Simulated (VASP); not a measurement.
# HfN (P6_3/mmc) in VASP: a series of runs

The runs below take HfN through single point, with PBE.

Everything below comes from runs of VASP 6.6.1. Logs are shortened: lines on timing, memory, paths and dates and some standing lists are left out, and cuts for length are marked.

## Step 1: Starting point

It takes space group P6_3/mmc (No. 194, hexagonal). The conventional cell has a = 3.134 Å, b = 3.134 Å, c = 5.417 Å, α = 90.00°, β = 90.00°, γ = 120.00°. Hf (site symmetry -6m2) is surrounded by 6 N at 2.26 Å. Around N (site symmetry -3m) lie 6 Hf at 2.26 Å.

The cell comes from a database or a generator and needn't be the stable form of this composition.

## Step 2: Single point, PBE

INCAR

```
  ADDGRID = F
  ALGO = Normal
  EDIFF = 1E-6
  ENCUT = 460
  GGA = PE
  ISIF = 2
  ISMEAR = -5
  LASPH = T
  LCHARG = F
  LREAL = F
  LWAVE = F
  NELM = 100
  PREC = Accurate
  SIGMA = 0.05
```

KPOINTS

```
k-points
0
Gamma
  7 7 4
```

POSCAR

```
HfN
1.0
    3.1339080219      0.0000000000      0.0000000000
   -1.5669540110      2.7140439601      0.0000000000
    0.0000000000      0.0000000000      5.4167677200
Hf N
2 2
Direct
    0.3333333333      0.6666666667      0.2500000000
    0.6666666667      0.3333333333      0.7500000000
    0.0000000000      0.0000000000      0.5000000000
    0.0000000000      0.0000000000      0.0000000000
```

Potentials or basis: VASP PAW PBE potentials, release 64 (Hf_pv, N).

Run with:

```
> cat potpaw_PBE.64/Hf_pv/POTCAR potpaw_PBE.64/N/POTCAR > POTCAR
> mpirun -np 1 vasp_std > vasp.out
```

OUTCAR:

```text
EDIFF = 1E-6
   ENCUT = 460
   GGA = PE
   ISIF = 2
   ISMEAR = -5
   LASPH = T
   LREAL = F
   NELM = 100
   PREC = Accurate

 Found     24 irreducible k-points:

 Following reciprocal coordinates:
            Coordinates               Weight
  0.000000  0.000000  0.000000      1.000000
  0.142857  0.000000  0.000000      6.000000
  0.285714  0.000000  0.000000      6.000000
  0.428571 -0.000000  0.000000      6.000000
  0.142857  0.142857  0.000000      6.000000
  0.285714  0.142857  0.000000     12.000000
   k-points           NKPTS =     24   k-points in BZ     NKDIM =     24   number of bands    NBANDS=     19
   number of dos      NEDOS =    301   number of ions     NIONS =      4
   total plane-waves  NPLWV =  23040
   dimension x,y,z NGX =    24 NGY =   24 NGZ =   40
   dimension x,y,z NGXF=    48 NGYF=   48 NGZF=   80
   ions per type =               2   2
   NGX,Y,Z   is equivalent  to a cutoff of  12.73, 12.73, 12.28 a.u.
   NGXF,Y,Z  is equivalent  to a cutoff of  25.46, 25.46, 24.55 a.u.
 SYSTEM =  unknown system
   PREC   = accura    normal or accurate (medium, high low for compatibility)
   ISTART =      0    job   : 0-new  1-cont  2-samecut
   ICHARG =      2    charge: 1-file 2-atom 10-const
   ISPIN  =      1    spin polarized calculation?
   LNONCOLLINEAR =      F non collinear calculations
   LSORBIT =      F    spin-orbit coupling
   LASPH  =      T    aspherical Exc in radial PAW
   ENCUT  =  460.0 eV  33.81 Ry    5.81 a.u.   5.48  5.48  9.47*2*pi/ulx,y,z
   NELM   =    100;   NELMIN=  2; NELMDL= -5     # of ELM steps
   EDIFF  = 0.1E-05   stopping-criterion for ELM
   LREAL  =      F    real-space projection
   EDIFFG = 0.1E-04   stopping-criterion for IOM
   NSW    =      0    number of steps for IOM
   IBRION =     -1    ionic relax: 0-MD 1-quasi-New 2-CG
   NFREE  =      0    steps in history (QN), initial steepest desc. (CG)
   ISIF   =      2    stress and relaxation
   ISYM   =      2    0-nonsym 1-usesym 2-fastsym
   POTIM  = 0.5000    time-step for ionic-motion
   TEBEG  =    0.0;   TEEND  =   0.0 temperature during run
   PSTRESS=    0.0 pullay stress
   NELECT =      30.0000    total number of electrons
   NUPDOWN=      -1.0000    fix difference up-down
   EMIN   =  10.00;   EMAX   =-10.00  energy-range for DOS
   EFERMI =   0.00;   METHOD = LEGACY
   ISMEAR =    -5;   SIGMA  =   0.05  broadening in eV -4-tet -1-fermi 0-gaus
   EFERMI_NEDOS =   21; number of points for ismear=-14 and -15
   IALGO  =     38    algorithm
   IMIX   =      4    mixing-type and parameters
     AMIX     =   0.40;   BMIX     =  1.00
     AMIX_MAG =   1.60;   BMIX_MAG =  1.00
  volume/ion in A,a.u.               =      11.52        77.73
  Fermi-wavevector in a.u.,A,eV,Ry     =   1.418951  2.681429 27.394278  2.013423
  Thomas-Fermi vector in A             =   2.540023
   LORBIT       =      0    0 simple, 1 ext, 2 COOP (PROOUT), +10 PAW based schemes
   GGA     = PE    functional components
   LHFCALC =     F    Hartree Fock is set to
   AEXX    =    0.0000 exact exchange contribution
   IVDW    =     0    specifies the selected vdW correction
   LEPSILON=     F    determine dielectric tensor
   LRPA    =     F    only Hartree local field effects (RPA)
 non-spin polarized calculation
 Fermi weights with tetrahedron method with Bloechl corrections
  energy-cutoff  :      460.00
  volume of cell :       46.07
 maximum number of plane-waves:      1051
 NGX is ok and might be reduce to    24
   NGX = 11   NGY = 11   NGZ = 19

 number of electron      30.0000001 magnetization

 Free energy of the ion-electron system (eV)
  ---------------------------------------------------
  ext. energy  EPLUGINS =         0.00000000
  ---------------------------------------------------
  free energy    TOTEN  =       -43.39900780 eV

  energy without entropy =      -43.39900780  energy(sigma->0) =      -43.39900780

 E-fermi :   7.9088     XC(G=0): -12.7442

 val. band max:        8.1668735441   @ k =   0.2857   0.2857   0.5000
 cond. band min:       7.7601303052   @ k =   0.1429   0.1429   0.5000
 fundamental gap:     -0.4067432389
 Fermi energy:         7.9088499372

 k-point     1 :       0.0000    0.0000    0.0000
  band No.  band energies     occupation
      1     -23.7866      2.00000
      2     -22.9288      2.00000
      3     -22.8175      2.00000
      4     -22.8175      2.00000
      5     -22.7570      2.00000
      6     -22.7570      2.00000
      7      -9.1934      2.00000
      8      -6.2663      2.00000
      9      -0.6686      2.00000
     10       3.2076      2.00000
     11       3.2076      2.00000
     12       4.3427      2.00000
     13       4.3427      2.00000
     14       6.1978      2.00000
     15       7.3428      2.00236
     16       8.6792      0.00000
     17       8.6792      0.00000
     18       8.9795      0.00000
     19       9.8063      0.00000

 k-point     2 :       0.1429    0.0000    0.0000
  band No.  band energies     occupation
      1     -23.7157      2.00000
      2     -22.9876      2.00000
      3     -22.9359      2.00000
      4     -22.9146      2.00000
      5     -22.8680      2.00000
      6     -22.7748      2.00000
      7      -8.8191      2.00000
      8      -6.4411      2.00000
      9      -0.1713      2.00000
     10       2.3078      2.00000
     11       3.4830      2.00000
     12       3.8486      2.00000
     13       3.8570      2.00000
     14       5.8021      2.00000
     15       6.9834      2.03555
     16       7.9278      0.00000
     17       9.2994      0.00000
     18      10.3477      0.00000
     19      10.5562      0.00000

 k-point     3 :       0.2857    0.0000    0.0000
  band No.  band energies     occupation
      1     -23.5366      2.00000
      2     -23.3693      2.00000
      3     -23.2319      2.00000
      4     -22.9691      2.00000
      5     -22.9675      2.00000
      6     -22.8269      2.00000
      7      -7.9767      2.00000
      8      -6.8303      2.00000
      9       0.3890      2.00000
     10       1.5527      2.00000
     11       2.8115      2.00000
     12       3.0406      2.00000
     13       4.1051      2.00000
     14       5.5726      2.00000
     15       5.6744      2.00000
     16       9.3672      0.00000
     17      10.9545      0.00000
     18      11.0255      0.00000
     19      11.6735      0.00000

 k-point     4 :       0.4286   -0.0000    0.0000
  band No.  band energies     occupation
      1     -23.6594      2.00000
      2     -23.4697      2.00000
      3     -23.3469      2.00000
      4     -23.0414      2.00000
      5     -23.0393      2.00000
      6     -22.8727      2.00000
      7      -7.2924      2.00000
      8      -7.1404      2.00000
      9      -0.1413      2.00000
     10       2.0771      2.00000
     11       2.1399      2.00000
     12       2.5321      2.00000
     13       4.5981      2.00000
     14       5.2068      2.00000
     15       5.5077      2.00000
     16      10.2439      0.00000
     17      10.8038      0.00000
     18      11.9003      0.00000
     19      12.5350      0.00000

 k-point     5 :       0.1429    0.1429    0.0000
  band No.  band energies     occupation
      1     -23.5904      2.00000
      2     -23.2140      2.00000
      3     -23.1749      2.00000
      4     -22.9562      2.00000
      5     -22.9228      2.00000
      6     -22.8555      2.00000
      7      -8.2098      2.00000
      8      -6.7210      2.00000
      9       0.5886      2.00000
     10       1.3968      2.00000
     11       2.9891      2.00000
     12       3.3585      2.00000
     13       3.8372      2.00000
     14       5.5000      2.00000
     15       6.0782      2.00000
     16       8.6347      0.00000
     17      10.6582      0.00000
     18      11.1927      0.00000
     19      11.7471      0.00000

 k-point     6 :       0.2857    0.1429    0.0000
  band No.  band energies     occupation
      1     -23.5239      2.00000
      2     -23.4004      2.00000
      3     -23.3766      2.00000
      4     -23.0685      2.00000
      5     -23.0124      2.00000
      6     -22.9451      2.00000
      7      -7.4426      2.00000
      8      -7.0644      2.00000
      9       0.5106      2.00000
     10       1.6582      2.00000
     11       2.2888      2.00000
     12       2.6476      2.00000
     13       3.9314      2.00000
     14       5.2377      2.00000
     15       5.8456      2.00000
     16       9.8632      0.00000
     17      10.5386      0.00000
     18      11.7060      0.00000
     19      12.5795      0.00000

 [... further k-points ...]

------------------------ aborting loop because EDIFF is reached ----------------------------------------

  FORCE on cell =-STRESS in cart. coord.  units (eV):
  Direction    XX          YY          ZZ          XY          YZ          ZX
  --------------------------------------------------------------------------------------
  -------------------------------------------------------------------------------------
  Total        1.1288004      1.1288004      0.5680772     -0.0000000      0.0000000      0.0000000
  in kB       39.2540445     39.2540445     19.7548904     -0.0000000      0.0000000      0.0000000
  external PRESSURE =      32.7543265 kB  Pullay stress =       0.0000000 kB

 VOLUME and BASIS-vectors are now :
 -----------------------------------------------------------------------------
  energy-cutoff  :      460.00
  volume of cell :       46.07
      direct lattice vectors                 reciprocal lattice vectors
     3.133908022  0.000000000  0.000000000     0.319090411  0.184226935  0.000000000
    -1.566954011  2.714043960  0.000000000     0.000000000  0.368453870  0.000000000
     0.000000000  0.000000000  5.416767720     0.000000000  0.000000000  0.184611940

 POSITION                                       TOTAL-FORCE (eV/Angst)
 -----------------------------------------------------------------------------------
     -0.00000      1.80936      1.35419        -0.000000      0.000000      0.000000
      1.56695      0.90468      4.06258         0.000000      0.000000      0.000000
      0.00000      0.00000      2.70838        -0.000000      0.000000      0.000000
      0.00000      0.00000      0.00000        -0.000000      0.000000      0.000000
 -----------------------------------------------------------------------------------
    total drift:                                0.000000     -0.000000      0.000000

  FREE ENERGIE OF THE ION-ELECTRON SYSTEM (eV)
  ---------------------------------------------------
  free  energy   TOTEN  =       -43.3990077996 eV

  energy  without entropy=      -43.3990077996  energy(sigma->0) =      -43.39900780
```

Wall time 16 s (1 thread of Intel Xeon Platinum 8488C (Sapphire Rapids), shared host); peak memory 0.16 GiB.

These settings aren't checked as converged: the numbers below hold their error.

What came out:

| Item | Value |
| --- | --- |
| Free energy | -43.3990 eV |
| Pressure | 3.3 GPa |
| Band gap on the k mesh | none (metal or under the smearing width) |

Caveat: the cutoff is under 1.25 times the usual one of these potentials, so pressure, stress and relaxed cells hold a basis-set (Pulay) error; tetrahedron occupations give inexact forces and stress in metals.

## Step 3: Single point, PBE

INCAR: that of step 2 with these lines changed.

```diff
@@ -3,6 +3,6 @@
   EDIFF = 1E-6
-  ENCUT = 460
+  ENCUT = 900
   GGA = PE
   ISIF = 2
-  ISMEAR = -5
+  ISMEAR = 0
   LASPH = T
```

KPOINTS

```
k-points
0
Gamma
  5 5 3
```

POSCAR is that of step 2.

Potentials or basis: VASP PAW PBE potentials, release 64 (Hf_pv, N).

Run with:

```
> cat potpaw_PBE.64/Hf_pv/POTCAR potpaw_PBE.64/N/POTCAR > POTCAR
> mpirun -np 1 vasp_std > vasp.out
```

It took 24 s on 1 thread of Intel Xeon Platinum 8488C (Sapphire Rapids), shared host; peak memory 0.23 GiB.

These settings aren't checked as converged: the numbers below hold their error.

What came out:

- Free energy: -43.4637 eV
- Pressure: 3.8 GPa
- Band gap on the k mesh: none (metal or under the smearing width)

Caveat: the k mesh is coarse (spacing up to 0.46 Å⁻¹), so the values aren't converged.

## Step 4: Single point, PBE

INCAR: that of step 3 with these lines changed.

```diff
@@ -3,3 +3,3 @@
   EDIFF = 1E-6
-  ENCUT = 900
+  ENCUT = 520
   GGA = PE
```

KPOINTS

```
k-points
0
Gamma
  7 7 4
```

POSCAR is that of step 3.

Run with:

```
> cat potpaw_PBE.64/Hf_pv/POTCAR potpaw_PBE.64/N/POTCAR > POTCAR
> mpirun -np 1 vasp_std > vasp.out
```

It took 16 s on 1 thread of Intel Xeon Platinum 8488C (Sapphire Rapids), shared host; peak memory 0.15 GiB.

The run converged, but some of its settings lie outside the range that counts as converged, so its numbers aren't taken as properties of the crystal.

Results:

```yaml
Free_energy: -43.3820 eV
Pressure: 3.9 GPa
Band_gap_on_the_k_mesh: none (metal or under the smearing width)
```

## Step 5: Single point, PBE

INCAR: that of step 4 with these lines changed.

```diff
@@ -12,3 +12,3 @@
   NELM = 100
-  PREC = Accurate
+  PREC = Low
   SIGMA = 0.05
```

KPOINTS is that of step 4.

POSCAR is that of step 4.

Run with:

```
> cat potpaw_PBE.64/Hf_pv/POTCAR potpaw_PBE.64/N/POTCAR > POTCAR
> mpirun -np 1 vasp_std > vasp.out
```

Wall time 12 s (1 thread of Intel Xeon Platinum 8488C (Sapphire Rapids), shared host); peak memory 0.12 GiB.

These settings aren't checked as converged: the numbers below hold their error.

What came out:

- Free energy: -43.3828 eV
- Pressure: 3.9 GPa
- Band gap on the k mesh: none (metal or under the smearing width)

## Step 6: The reference run

An earlier run on the cell as given: functional PBEsol; potentials or basis VASP PAW PBE potentials, release 64 (Hf_pv, N); cutoff 520 eV; k mesh 10 × 10 × 5; occupations fermi-dirac, width 0.05 eV; no spin polarisation.

- Pressure: -4.5 GPa
- Band gap on the k mesh: none (metal or under the smearing width)
